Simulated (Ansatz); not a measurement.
# Ga2O3: the band gap up the ladder of functionals

One table from this session's results is given with a row withheld; the runs are named, their logs left out.

The runs shown are made with Ansatz 0.2.0. PAW datasets, plane waves. Spin-unpolarised throughout; all numbers are computed.

## The structure to begin with

The cell was relaxed beforehand with r2SCAN.

Space group C2/m (No. 12), monoclinic; a = 12.255 Å, b = 3.039 Å, c = 5.808 Å, β = 103.8° in the conventional setting, 10.50 Å³ an atom. Around Ga lie 6 O at 1.94–2.08 Å; around Ga lie 4 O at 1.83–1.87 Å; around O lie 3 Ga at 1.84–1.94 Å; around O lie 4 Ga at 1.87–2.08 Å; around O lie 3 Ga at 1.83–1.94 Å.

Coordinates:

Space group C2/m (No. 12). a = 12.255 Å, b = 3.039 Å, c = 5.808 Å, α = 90.00°, β = 103.81°, γ = 90.00°
```tsv
atom	site	symmetry	x	y	z
Ga	4i	m	0.3413	0.0000	0.6856
Ga	4i	m	0.4095	0.5000	0.2052
O	4i	m	0.0037	0.5000	0.7437
O	4i	m	0.3267	0.5000	0.4365
O	4i	m	0.1642	0.0000	0.1091
```

Set-up of the first run:

Contents of input.yaml:

```yaml
crystal:
  lattice:
    - [6.1274133102, -1.5195579471, -0.0026133726]
    - [6.1274133102, 1.5195579471, -0.0026133726]
    - [-1.3836386939, 0.0, 5.6410835831]
  atoms:
    - { symbol: Ga, position: [0.3412592123, 0.3412592123, 0.6855528744] }
    - { symbol: Ga, position: [0.6587407877, 0.6587407877, 0.3144471256] }
    - { symbol: Ga, position: [0.9094930863, 0.9094930863, 0.2052289478] }
    - { symbol: Ga, position: [0.0905069137, 0.0905069137, 0.7947710522] }
    - { symbol: O, position: [0.5037036315, 0.5037036315, 0.7437495302] }
    - { symbol: O, position: [0.4962963685, 0.4962963685, 0.2562504698] }
    - { symbol: O, position: [0.8266558524, 0.8266558524, 0.4364660323] }
    - { symbol: O, position: [0.1733441476, 0.1733441476, 0.5635339677] }
    - { symbol: O, position: [0.1642075762, 0.1642075762, 0.1091301579] }
    - { symbol: O, position: [0.8357924238, 0.8357924238, 0.8908698421] }
kpoints:
  mp_grid: { grid: [8, 8, 4] }
  band_path:
    path:
      - [[0.0, 0.0, 0.0], [-0.2663035876843, 0.2663035876843, 6.566538362682e-18]]
      - [[-0.7336964123157, -0.2663035876843, -6.309413175832e-17], [-0.5, -0.5, -6.309413175832e-17], [0.0, 0.0, 0.0], [-0.5, -0.5, 0.5], [-0.7419050366565, -0.2580949633435, 0.5]]
      - [[-0.2580949633435, 0.2580949633435, 0.5], [-5.500870898373e-20, -2.965608202948e-20, 0.5], [0.0, 0.0, 0.0]]
      - [[-0.5, 9.76941975451e-17, 0.5], [0.0, 0.0, 0.0], [-0.5, 8.994868044156e-17, -3.154706587916e-17]]
    npoints: 10
hamiltonian:
  xc: pbe
scf:
  occupations: { method: fermi_dirac, width: 0.02 }
  n_extra_bands: 6
output:
  forces: true
  stress: true
  eigenvalues: true
```

Started as:

```
$ ansatz run input.yaml --threads 4 --pin off --max-ram 6451MiB --backend cpu --events-out ev --progress --plain --runs-dir out
```

Among the steps run: PBE bands along the symmetry lines; r2SCAN at the same geometry; HSE06; PBE+SOC; Single point with PBE0.

One of the session's tables, all rows but one given; the rest of the session is left out.

| level | gap (eV) |
| --- | --- |
| PBE | 2.37 |
| r2SCAN | 3.02 |
| HSE06 | 4.18 |
| PBE+SOC | 2.37 |
| PBE0 | ? |

**Question.** Estimate the row for PBE0.

**Answer.** gap (eV): 4.90. In the column «gap (eV)» it is the highest.

Meshes: PBE 8×8×4, r2SCAN 8×8×4, HSE06 6×6×4, PBE+SOC 8×8×4, PBE0 6×6×4

PBE gives the least gap, 2.37 eV, and PBE0 the largest, 4.90 eV. Against HSE06, PBE is short by 1.81 eV, at 57 % of it, and r2SCAN 72 %. PBE0 lies 0.72 eV above HSE06, which differs from it by screening the long-range exchange.

Caveats from the session: Warnings in the runs' records: stress scf threshold loose, stress exchange threshold loose.
